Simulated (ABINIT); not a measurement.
A run of ABINIT 10.8.3 (patched build) is set up as follows.

Contents of run.abi:

```
ndtset 2

pp_dirpath "./"
pseudos "Sn.GGA_PBE-JTH.xml, O.GGA_PBE-JTH.xml"

acell 3*1.0
rprim
     9.0480162436     0.0000000000     0.0000000000
     0.0000000000     9.1965071430     0.0000000000
     0.0000000000     0.0000000000     6.1244096178
ntypat 2
znucl 50 8
natom 6
typat 1 1 2 2 2 2
xred
     0.0000000000     0.0000000000     0.0000000000
     0.5000000000     0.5000000000     0.5000000000
     0.7081450000     0.6789580000     0.0000000000
     0.2081450000     0.8210420000     0.5000000000
     0.7918550000     0.1789580000     0.5000000000
     0.2918550000     0.3210420000     0.0000000000
chkprim 0
chksymtnons 0
tolsym 1.0e-6

ecut 761.918815 eV
pawecutdg 50.0

ixc -497498
usekden 1
pawxcdev 0

occopt 3
tsmear 0.00183747

nstep 100

iomode 3
prtwf 0
prteig 0
prtebands 0
enunit 1
prtden1 1
prtkden1 1

kptopt1 1
ngkpt1 3 3 4
nshiftk1 1
shiftk1 0.0 0.0 0.0
nband1 32
tolvrs1 1.0e-7

iscf2 -2
getden2 1
getkden2 1
nband2 38
nbdbuf2 4
tolwfr2 1.0e-11
kptopt2 -9
ndivsm2 6
prteig2 1
kptbounds2
     0.0000000000     0.0000000000     0.0000000000
     0.0000000000     0.0000000000     0.5000000000
     0.5000000000     0.0000000000     0.5000000000
     0.5000000000     0.0000000000     0.0000000000
     0.0000000000     0.0000000000     0.0000000000
     0.0000000000     0.5000000000     0.0000000000
     0.0000000000     0.5000000000     0.5000000000
     0.5000000000     0.5000000000     0.5000000000
     0.5000000000     0.5000000000     0.0000000000
     0.0000000000     0.5000000000     0.0000000000
```

Potentials or basis: JTH PAW PBE v2.0.

The run is started by

```bash
$ abinit run.abi > log 2>&1
```

**Question.** Estimate the largest force.

**Answer.** 0.139 eV/Å.

**Question.** Predict the band gap on the k mesh.

**Answer.** 1.39 eV, direct.

**Question.** Estimate the band gap along the path.

**Answer.** 1.39 eV, direct.

Levels at the corners of the path, in eV from the valence-band top:
| point | band 22 | band 23 | band 24 | band 25 | band 26 | band 27 | band 28 | band 29 | band 30 | band 31 |
| --- | --- | --- | --- | --- | --- | --- | --- | --- | --- | --- |
| Γ | -1.12 | -1.08 | -0.64 | -0.63 | 0.00 | 1.39 | 6.45 | 6.82 | 6.98 | 11.10 |
| X | -2.44 | -1.48 | -1.48 | -1.07 | -1.07 | 6.40 | 6.40 | 10.27 | 10.27 | 11.24 |
| S | -1.71 | -0.86 | -0.86 | -0.67 | -0.67 | 6.70 | 6.70 | 8.63 | 8.63 | 11.36 |
| Y | -1.69 | -1.06 | -1.06 | -0.45 | -0.45 | 4.50 | 4.50 | 7.38 | 7.38 | 11.51 |
| Γ | -1.12 | -1.08 | -0.64 | -0.63 | 0.00 | 1.39 | 6.45 | 6.82 | 6.98 | 11.10 |
| Z | -1.90 | -1.05 | -1.05 | -0.56 | -0.56 | 4.66 | 4.66 | 7.86 | 7.86 | 11.32 |
| U | -1.40 | -1.07 | -1.07 | -0.57 | -0.57 | 6.61 | 6.61 | 8.41 | 8.41 | 11.86 |
| R | -2.27 | -0.85 | -0.85 | -0.70 | -0.70 | 5.16 | 5.16 | 9.46 | 9.46 | 11.60 |
| T | -1.78 | -1.18 | -1.18 | -0.76 | -0.76 | 5.02 | 5.02 | 7.93 | 7.93 | 11.51 |
| Z | -1.90 | -1.05 | -1.05 | -0.56 | -0.56 | 4.66 | 4.66 | 7.86 | 7.86 | 11.32 |

Caveat: the k mesh is coarse (spacing up to 0.48 Å⁻¹), so the values aren't converged; the PAW data sets were made with another functional, which shifts forces and pressure a little; spin-orbit coupling is left out, which moves the levels of the heavy elements. r2SCAN opens gaps a little over a GGA but as a rule still falls short of measured ones.
